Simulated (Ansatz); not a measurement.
A (110) slab of SnS$_{2}$ (P-3m1 (No. 164)), 7 planes, outer planes SnS2 (top) and SnS2 (bottom), with 21 atoms (Sn7S14) in a surface cell of A = 38.318 Å², as cut from the bulk:

```
CELL_PARAMETERS angstrom
6.05892 0.00000 0.00000
0.00000 6.32426 0.00000
0.00000 0.00000 25.95394
ATOMIC_POSITIONS crystal
Sn 0.00000 0.50000 0.28897
S 0.75676 0.83333 0.28897
S 0.24324 0.16667 0.28897
Sn 0.00000 0.00000 0.35932
S 0.75676 0.33333 0.35932
S 0.24324 0.66667 0.35932
Sn 0.00000 0.50000 0.42966
S 0.75676 0.83333 0.42966
S 0.24324 0.16667 0.42966
Sn 0.00000 0.00000 0.50000
S 0.75676 0.33333 0.50000
S 0.24324 0.66667 0.50000
Sn 0.00000 0.50000 0.57034
S 0.75676 0.83333 0.57034
S 0.24324 0.16667 0.57034
Sn 0.00000 0.00000 0.64068
S 0.75676 0.33333 0.64068
S 0.24324 0.66667 0.64068
Sn 0.00000 0.50000 0.71103
S 0.75676 0.83333 0.71103
S 0.24324 0.16667 0.71103
```

The calculation used DFT PBEsol, scalar-relativistic, plane waves, PAW (Ansatz 0.2.0). Settings: cutoff 420 eV, Γ-centred mesh 5×4×1 on the computed 21-atom cell, Gaussian smearing of 0.05 eV; no spin polarisation.

Against the same 21 atoms in the bulk, the slab as cut lies 4.185 eV higher and the relaxed slab 2.639 eV higher.

(1) Work out the surface energy before and after relaxation.

(2) What is the ideal work of this cut, per area?

Answers

(1) The slab has two faces, so γ = (E_slab − N·E_bulk)/(2A), the mean of both. As cut: 4.185/(2 × 38.318) = 0.0546 eV/Å², and 1 eV/Å² = 16.02 J/m², so γ = 0.87 J/m². Relaxed: 2.639/(2 × 38.318) = 0.0344 eV/Å² = 0.55 J/m². Relaxation recovers 37 % of the cost of cutting.

(2) Griffith's ideal work is 2γ: 1.75 J/m² if the new faces stay rigid, 1.10 J/m² if they relax. One thickness was run, 7 planes, so γ can still shift with it.

The cost of this surface comes from cutting covalent Sn–S bonds within the layers, since the (110) plane stands perpendicular to the sheets. In the unrelaxed geometry each outermost Sn keeps four of its six S neighbours and each outermost S two of its three. Every plane carries the full SnS$_{2}$ composition, so the faces are nonpolar and need no compensating charge. The drop from 0.87 to 0.55 J/m² shows that the truncated geometry is far from its local minimum. Probably the under-coordinated atoms shift to strengthen their remaining bonds, helped by the flexible coordination of twofold sulfur.

Even the relaxed value belongs to an edge face. Easy cleavage of SnS$_{2}$ runs along the basal plane, where only weak interlayer contacts part, so 1.10 J/m² shouldn't be read as the crystal's lowest cleavage work. It is a reversible, thermodynamic quantity, and a real crack across the layers would also dissipate energy. A reconstruction with a larger surface period could lower the energy further and isn't ruled out here.
